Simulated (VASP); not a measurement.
# CaO (Fm-3m) in VASP: a series of runs

Runs on CaO. Level: PBE. Tasks: relaxation of cell and atoms.

All numbers are computed with VASP 6.6.1; they aren't measurements. Logs are shortened: lines on timing, memory, paths and dates and some standing lists are left out, and cuts for length are marked.

## (1) Starting point

The structure is cubic, space group Fm-3m (No. 225). Conventional cell: a = 4.430 Å, b = 4.430 Å, c = 4.430 Å, α = 90.00°, β = 90.00°, γ = 90.00°. Ca (site symmetry m-3m) has 6 O at 2.22 Å as nearest neighbours. O (site symmetry m-3m) has 6 Ca at 2.22 Å as nearest neighbours.

## (2) Relaxation of cell and atoms, PBE, target pressure 75 GPa, at which the enthalpy is minimised

File INCAR:

```
SYSTEM = CaO
PREC = Accurate
ENCUT = 520
EDIFF = 1E-7
ISMEAR = 0
SIGMA = 0.1
LREAL = .FALSE.
LASPH = .TRUE.
NELM = 60
ALGO = Normal
ISIF = 3
LWAVE = .FALSE.
LCHARG = .FALSE.
GGA = PE
IBRION = 2
NSW = 80
EDIFFG = -0.002
PSTRESS = 750.0
```

File KPOINTS:

```
regular mesh
0
G
  4 4 4
  0 0 0
```

File POSCAR:

```
CaO                                     
1.0
    0.0000000000      2.2151193730      2.2151193730
    2.2151193730      0.0000000000      2.2151193730
    2.2151193730      2.2151193730      0.0000000000
  Ca              O             
     1     1
Direct
     0.0000000000000000    0.0000000000000000    0.0000000000000000
     0.5000000000000000    0.5000000000000000    0.5000000000000000
```

Potentials or basis: VASP PAW PBE potentials, release 64 (Ca_sv, O).

Launch:

```sh
$ cat potpaw_PBE.64/Ca_sv/POTCAR potpaw_PBE.64/O/POTCAR > POTCAR
$ mpirun -np 1 vasp_std > vasp.out
```

OUTCAR:

```text
SYSTEM = CaO
   PREC = Accurate
   ENCUT = 520
   EDIFF = 1E-7
   ISMEAR = 0
   LREAL = .FALSE.
   LASPH = .TRUE.
   NELM = 60
   ISIF = 3
   GGA = PE
   IBRION = 2
   NSW = 80
   EDIFFG = -0.002
   PSTRESS = 750.0

 ion  position               nearest neighbor table
   1  0.000  0.000  0.000-   2 2.22   2 2.22   2 2.22   2 2.22   2 2.22   2 2.22
   2  0.500  0.500  0.500-   1 2.22   1 2.22   1 2.22   1 2.22   1 2.22   1 2.22

  LATTYP: Found a face centered cubic cell.
 ALAT       =     4.4302387460

  Lattice vectors:

 A1 = (   0.0000000000,   2.2151193730,   2.2151193730)
 A2 = (   2.2151193730,   0.0000000000,   2.2151193730)
 A3 = (   2.2151193730,   2.2151193730,   0.0000000000)

Analysis of symmetry for initial positions (statically):
=====================================================================
 Subroutine PRICEL returns:
 Original cell was already a primitive cell.

 Routine SETGRP: Setting up the symmetry group for a
 face centered cubic supercell.

 Subroutine GETGRP returns: Found 48 space group operations
 (whereof 48 operations were pure point group operations)
 out of a pool of 48 trial point group operations.

The static configuration has the point symmetry O_h .

Analysis of symmetry for dynamics (positions and initial velocities):
=====================================================================
 Subroutine PRICEL returns:
 Original cell was already a primitive cell.

 Routine SETGRP: Setting up the symmetry group for a
 face centered cubic supercell.

 Subroutine GETGRP returns: Found 48 space group operations
 (whereof 48 operations were pure point group operations)
 out of a pool of 48 trial point group operations.

The dynamic configuration has the point symmetry O_h .

 Subroutine INISYM returns: Found 48 space group operations
 (whereof 48 operations are pure point group operations),
 and found     1 'primitive' translations

----------------------------------------------------------------------------------------

                                     Primitive cell

  volume of cell :      21.7381

  direct lattice vectors                    reciprocal lattice vectors
     0.000000000  2.215119373  2.215119373    -0.225721470  0.225721470  0.225721470
     2.215119373  0.000000000  2.215119373     0.225721470 -0.225721470  0.225721470
     2.215119373  2.215119373  0.000000000     0.225721470  0.225721470 -0.225721470

  length of vectors
     3.132651860  3.132651860  3.132651860     0.390961054  0.390961054  0.390961054

[... 57 lines left out ...]
   ISPIN  =      1    spin polarized calculation?
   LNONCOLLINEAR =      F non collinear calculations
   LSORBIT =      F    spin-orbit coupling
   LASPH  =      T    aspherical Exc in radial PAW
   ENCUT  =  520.0 eV  38.22 Ry    6.18 a.u.   5.82  5.82  5.82*2*pi/ulx,y,z
   NELM   =     60;   NELMIN=  2; NELMDL= -5     # of ELM steps
   EDIFF  = 0.1E-06   stopping-criterion for ELM
   LREAL  =      F    real-space projection
   EDIFFG = -.2E-02   stopping-criterion for IOM
   NSW    =     80    number of steps for IOM
   IBRION =      2    ionic relax: 0-MD 1-quasi-New 2-CG
   NFREE  =      1    steps in history (QN), initial steepest desc. (CG)
   ISIF   =      3    stress and relaxation
   ISYM   =      2    0-nonsym 1-usesym 2-fastsym
   POTIM  = 0.5000    time-step for ionic-motion
   TEBEG  =    0.0;   TEEND  =   0.0 temperature during run
   PSTRESS=  750.0 pullay stress
   NELECT =      16.0000    total number of electrons
   NUPDOWN=      -1.0000    fix difference up-down
   EMIN   =  10.00;   EMAX   =-10.00  energy-range for DOS
   EFERMI =   0.00;   METHOD = LEGACY
   ISMEAR =     0;   SIGMA  =   0.10  broadening in eV -4-tet -1-fermi 0-gaus
   EFERMI_NEDOS =   21; number of points for ismear=-14 and -15
   IALGO  =     38    algorithm
   IMIX   =      4    mixing-type and parameters
     AMIX     =   0.40;   BMIX     =  1.00
     AMIX_MAG =   1.60;   BMIX_MAG =  1.00
  volume/ion in A,a.u.               =      10.87        73.35
  Fermi-wavevector in a.u.,A,eV,Ry     =   1.478113  2.793229 29.726262  2.184819
  Thomas-Fermi vector in A             =   2.592434
   LORBIT       =      0    0 simple, 1 ext, 2 COOP (PROOUT), +10 PAW based schemes
   GGA     = PE    functional components
   LHFCALC =     F    Hartree Fock is set to
   AEXX    =    0.0000 exact exchange contribution
   IVDW    =     0    specifies the selected vdW correction
   LEPSILON=     F    determine dielectric tensor
   LRPA    =     F    only Hartree local field effects (RPA)
 conjugate gradient relaxation of ions
 non-spin polarized calculation
 Gauss-broadening in eV      SIGMA  =   0.10
  energy-cutoff  :      520.00
  volume of cell :       21.74
 maximum number of plane-waves:       604
   NGX = 11   NGY = 11   NGZ = 11

--------------------------------------- Ionic step        1  -------------------------------------------

 number of electron      15.9999998 magnetization

 Free energy of the ion-electron system (eV)
  ---------------------------------------------------
  ext. energy  EPLUGINS =         0.00000000
  ---------------------------------------------------
  free energy    TOTEN  =       -11.98072454 eV

  energy without entropy =      -11.98072454  energy(sigma->0) =      -11.98072454

------------------------ aborting loop because EDIFF is reached ----------------------------------------

  FORCE on cell =-STRESS in cart. coord.  units (eV):
  Direction    XX          YY          ZZ          XY          YZ          ZX
  --------------------------------------------------------------------------------------
  -------------------------------------------------------------------------------------
  Total        6.7871170      6.7871170      6.7871170     -0.0000000      0.0000000      0.0000000
  in kB      500.2355115    500.2355115    500.2355115     -0.0000000      0.0000000      0.0000000
  external PRESSURE =    -249.7644885 kB  Pullay stress =     750.0000000 kB
[... 215 lines left out ...]
--------------------------------------- Ionic step        7  -------------------------------------------

 number of electron      15.9999997 magnetization

 Free energy of the ion-electron system (eV)
  ---------------------------------------------------
  ext. energy  EPLUGINS =         0.00000000
  ---------------------------------------------------
  free energy    TOTEN  =       -11.38601451 eV

  energy without entropy =      -11.38601451  energy(sigma->0) =      -11.38601451

 E-fermi :   5.0598     XC(G=0): -12.1312

 val. band max:        4.5441487676   @ k =   0.0000   0.0000   0.0000
 cond. band min:       7.7720170428   @ k =   0.5000   0.5000   0.0000
 fundamental gap:      3.2278682753
 Fermi energy:         5.0597622994

 k-point     1 :       0.0000    0.0000    0.0000
  band No.  band energies     occupation
      1     -32.1237      2.00000
      2     -12.4213      2.00000
      3     -12.4213      2.00000
      4     -12.4213      2.00000
      5     -11.5869      2.00000
      6       4.5441      2.00000
      7       4.5441      2.00000
      8       4.5441      2.00000
      9      11.3493      0.00000
     10      11.3493      0.00000
     11      11.3493      0.00000
     12      12.3545      0.00000
[... 136 lines left out ...]
  energy  without entropy=      -11.3860145086  energy(sigma->0) =      -11.38601451

  enthalpy is  TOTEN    =        -1.9314925193 eV   P V=        9.4545219893

 reached required accuracy - stopping structural energy minimisation
```

It took 16 s on 1 thread of Intel Xeon 6975P-C (Granite Rapids), shared host; peak memory 0.15 GiB.

Results:

| Property | Result |
| --- | --- |
| Free energy | -11.3860 eV |
| Relaxed volume | 10.10 Å³/atom |
| Relaxed cell | a = 3.057 Å, b = 3.057 Å, c = 3.057 Å, α = 60.00°, β = 60.00°, γ = 60.00° |
| Space group after relaxing (to 0.05 Å) | Fm-3m (No. 225) |
| Energy change on relaxing (the enthalpy is what falls) | +297.4 meV/atom |
| Ionic steps | 7 |
| Pressure after relaxing | 75.0 GPa |
| Band gap on the k mesh | 3.23 eV, indirect (least direct gap 3.41 eV) |

Step by step:
```csv
step,energy change (eV),largest force (eV/Å),pressure (GPa),volume (Å³)
1,0.0000,0.0000,50.02,21.74
2,3.0508,0.0000,171.31,16.83
3,0.5489,0.0000,73.13,20.30
4,0.5877,0.0000,74.71,20.21
5,0.6016,0.0000,75.22,20.18
6,0.5852,0.0000,74.64,20.22
7,0.5947,0.0000,75.00,20.20
```

Final structure:
```
Ca O
1.0
     0.00000    2.16149    2.16149
     2.16149    0.00000    2.16149
     2.16149    2.16149    0.00000
Ca O
1 1
Direct
  0.00000 0.00000 0.00000
  0.50000 0.50000 0.50000
```

Caveat: the k mesh is coarse (spacing up to 0.61 Å⁻¹), so the values aren't converged; the cell is relaxed towards a set pressure, so the enthalpy falls and the energy may rise.

## (3) Relaxation of cell and atoms, PBE, target pressure 75 GPa, at which the enthalpy is minimised

This run uses another cell than the first one, of 10.10 Å³/atom, 0.929 times its volume.

INCAR is that of step 2.

KPOINTS is that of step 2.

File POSCAR:

```
CaO                                     
1.0
   -0.0000000000      2.1614886856      2.1614886856
    2.1614886856     -0.0000000000      2.1614886856
    2.1614886856      2.1614886856      0.0000000000
  Ca              O             
     1     1
Direct
     0.0000000000000000    0.0000000000000000    0.0000000000000000
     0.5000000000000000    0.5000000000000000    0.5000000000000000
```

Potentials or basis: VASP PAW PBE potentials, release 64 (Ca_sv, O).

Launch:

```sh
$ cat potpaw_PBE.64/Ca_sv/POTCAR potpaw_PBE.64/O/POTCAR > POTCAR
$ mpirun -np 1 vasp_std > vasp.out
```

It took 3.6 s on 1 thread of Intel Xeon 6975P-C (Granite Rapids), shared host; peak memory 0.14 GiB.

The run converged. Its results:

- Free energy: -11.3834 eV
- Pressure after relaxing: 75.0 GPa
- Band gap on the k mesh: 3.23 eV, indirect (least direct gap 3.41 eV)

Final structure:
```
CELL_PARAMETERS angstrom
0.00000 2.16149 2.16149
2.16149 0.00000 2.16149
2.16149 2.16149 0.00000
ATOMIC_POSITIONS crystal
Ca 0.00000 0.00000 0.00000
O 0.50000 0.50000 0.50000
```

Levels at points of the mesh, in eV from the valence-band top:
| k point | band 5 | band 6 | band 7 | band 8 | band 9 | band 10 | band 11 | band 12 |
| --- | --- | --- | --- | --- | --- | --- | --- | --- |
| (0.00, 0.00, 0.00) | -16.13 | 0.00 | 0.00 | 0.00 | 6.80 | 6.80 | 6.80 | 7.81 |
| (0.50, 0.00, 0.00) | -13.07 | -3.49 | -2.05 | -2.05 | 8.56 | 10.09 | 10.09 | 11.18 |
| (0.50, 0.50, 0.00) | -16.12 | -0.82 | -0.18 | -0.18 | 3.23 | 10.68 | 10.69 | 11.74 |

Caveat: the k mesh is coarse (spacing up to 0.63 Å⁻¹), so the values aren't converged; the relaxation stopped at its first step, so nothing moved; the cell is relaxed towards a set pressure, so the enthalpy falls and the energy may rise.

## (4) Relaxation of cell and atoms, PBE, target pressure 12 GPa, at which the enthalpy is minimised

This run uses another cell than the first one, of 11.74 Å³/atom, 1.080 times its volume.

Edit INCAR of step 3 so:

```diff
@@ -17,2 +17,2 @@
 EDIFFG = -0.002
-PSTRESS = 750.0
+PSTRESS = 120.0
```

KPOINTS is that of step 3.

File POSCAR:

```
CaO                                     
1.0
    0.0000000000      2.2727226933      2.2727226933
    2.2727226933      0.0000000000      2.2727226933
    2.2727226933      2.2727226933      0.0000000000
  Ca              O             
     1     1
Direct
     0.0000000000000000    0.0000000000000000    0.0000000000000000
     0.5000000000000000    0.5000000000000000    0.5000000000000000
```

Launch:

```sh
$ cat potpaw_PBE.64/Ca_sv/POTCAR potpaw_PBE.64/O/POTCAR > POTCAR
$ mpirun -np 1 vasp_std > vasp.out
```

Run time: 26 s. Hardware: 1 thread of Intel Xeon 6975P-C (Granite Rapids), shared host; peak memory 0.14 GiB.

The run converged. Its results:

| Quantity | Value |
| --- | --- |
| Free energy | -12.7070 eV |
| Relaxed volume | 12.90 Å³/atom |
| Relaxed cell | a = 3.317 Å, b = 3.317 Å, c = 3.317 Å, α = 60.00°, β = 60.00°, γ = 60.00° |
| Space group after relaxing (to 0.05 Å) | Fm-3m (No. 225) |
| Energy change on relaxing (the enthalpy is what falls) | -147.8 meV/atom |
| Ionic steps | 20 |
| Pressure after relaxing | 12.0 GPa |
| Band gap on the k mesh | 3.59 eV, indirect (least direct gap 3.95 eV) |

The path:
| step | energy change (eV) | largest force (eV/Å) | pressure (GPa) | volume (Å³) |
| --- | --- | --- | --- | --- |
| 1 | 0.0000 | 0.0000 | 30.00 | 23.48 |
| 2 | -0.3787 | 0.0000 | -0.22 | 28.25 |
| 3 | -0.2978 | 0.0000 | 11.81 | 25.84 |
| 4 | -0.2941 | 0.0000 | 12.10 | 25.79 |
| 5 | -0.2942 | 0.0000 | 12.11 | 25.79 |
| 6 | -0.2942 | 0.0000 | 12.11 | 25.79 |
| 7 | -0.2942 | 0.0000 | 12.10 | 25.79 |
| 8 | -0.2942 | 0.0000 | 12.10 | 25.79 |
| 9 | -0.2942 | 0.0000 | 12.10 | 25.79 |
| 10 | -0.2942 | 0.0000 | 12.10 | 25.79 |
| 11 | -0.2942 | 0.0000 | 12.10 | 25.79 |
| 12 | -0.2942 | 0.0000 | 12.10 | 25.79 |
| 13 | -0.2942 | 0.0000 | 12.10 | 25.79 |
| 14 | -0.2943 | 0.0000 | 12.10 | 25.79 |
| 15 | -0.2943 | 0.0000 | 12.10 | 25.79 |
| 16 | -0.2944 | 0.0000 | 12.10 | 25.79 |
| 17 | -0.2947 | 0.0000 | 12.07 | 25.80 |
| 18 | -0.2951 | 0.0000 | 12.03 | 25.80 |
| 19 | -0.2960 | 0.0000 | 11.96 | 25.81 |
| 20 | -0.2955 | 0.0000 | 11.99 | 25.81 |

Final structure:
```cif
data_structure
_symmetry_space_group_name_H-M 'P 1'
_symmetry_Int_Tables_number 1
_cell_length_a 3.3170
_cell_length_b 3.3170
_cell_length_c 3.3170
_cell_angle_alpha 60.000
_cell_angle_beta 60.000
_cell_angle_gamma 60.000
_cell_volume 25.81
loop_
_atom_site_label
_atom_site_type_symbol
_atom_site_fract_x
_atom_site_fract_y
_atom_site_fract_z
_atom_site_occupancy
Ca1 Ca 0.00000 0.00000 0.00000 1
O1 O 0.50000 0.50000 0.50000 1
```

Levels at points of the mesh, in eV from the valence-band top:
| k point | band 4 | band 5 | band 6 | band 7 | band 8 | band 9 | band 10 | band 11 | band 12 |
| --- | --- | --- | --- | --- | --- | --- | --- | --- | --- |
| (0.00, 0.00, 0.00) | -18.06 | -15.67 | 0.00 | 0.00 | 0.00 | 5.33 | 6.39 | 6.39 | 6.39 |
| (0.50, 0.00, 0.00) | -18.13 | -14.14 | -2.82 | -1.36 | -1.36 | 7.39 | 8.75 | 8.75 | 9.08 |
| (0.50, 0.50, 0.00) | -18.35 | -15.44 | -1.26 | -0.35 | -0.35 | 3.59 | 8.59 | 9.30 | 10.02 |

Caveat: the k mesh is coarse (spacing up to 0.60 Å⁻¹), so the values aren't converged; the cell is relaxed towards a set pressure, so the enthalpy falls and the energy may rise.

## (5) Relaxation of cell and atoms, PBE, target pressure 12 GPa, at which the enthalpy is minimised

This run uses another cell than the first one, of 12.90 Å³/atom, 1.187 times its volume.

INCAR is that of step 4.

KPOINTS is that of step 4.

File POSCAR:

```
CaO                                     
1.0
    0.0000000000      2.3455002939      2.3455002939
    2.3455002939     -0.0000000000      2.3455002939
    2.3455002939      2.3455002939      0.0000000000
  Ca              O             
     1     1
Direct
     0.0000000000000000    0.0000000000000000    0.0000000000000000
     0.5000000000000000    0.5000000000000000    0.5000000000000000
```

Launch:

```sh
$ cat potpaw_PBE.64/Ca_sv/POTCAR potpaw_PBE.64/O/POTCAR > POTCAR
$ mpirun -np 1 vasp_std > vasp.out
```

Run time: 9.8 s. Hardware: 1 thread of Intel Xeon 6975P-C (Granite Rapids), shared host; peak memory 0.16 GiB.

The run converged. Its results:

```
Free energy                                            : -12.7122 eV
Relaxed volume                                         : 12.91 Å³/atom
Relaxed cell                                           : a = 3.318 Å, b = 3.318 Å, c = 3.318 Å, α = 60.00°, β = 60.00°, γ = 60.00°
Space group after relaxing (to 0.05 Å)                 : Fm-3m (No. 225)
Energy change on relaxing (the enthalpy is what falls) : -0.8 meV/atom
Ionic steps                                            : 3
Pressure after relaxing                                : 12.0 GPa
Band gap on the k mesh                                 : 3.59 eV, indirect (least direct gap 3.95 eV)
```

Step by step:
```tsv
step	energy change (eV)	largest force (eV/Å)	pressure (GPa)	volume (Å³)
1	0.0000	0.0000	12.14	25.81
2	-0.0032	0.0000	11.88	25.85
3	-0.0016	0.0000	11.99	25.83
```

Final structure:
```yaml
crystal:
  lattice:
    - [0.00000, 2.34614, 2.34614]
    - [2.34614, 0.00000, 2.34614]
    - [2.34614, 2.34614, 0.00000]
  atoms:
    - { symbol: Ca, position: [0.00000, 0.00000, 0.00000] }
    - { symbol: O, position: [0.50000, 0.50000, 0.50000] }
```

Levels at points of the mesh, in eV from the valence-band top:
```tsv
k point	band 6	band 7	band 8	band 9	band 10	band 11
(0.00, 0.00, 0.00)	0.00	0.00	0.00	5.32	6.39	6.39
(0.50, 0.00, 0.00)	-2.82	-1.36	-1.36	7.38	8.74	8.74
(0.50, 0.50, 0.00)	-1.26	-0.36	-0.36	3.59	8.58	9.30
```

Caveat: the k mesh is coarse (spacing up to 0.58 Å⁻¹), so the values aren't converged; the cell is relaxed towards a set pressure, so the enthalpy falls and the energy may rise.

(Part 1 of 2 ends here.)
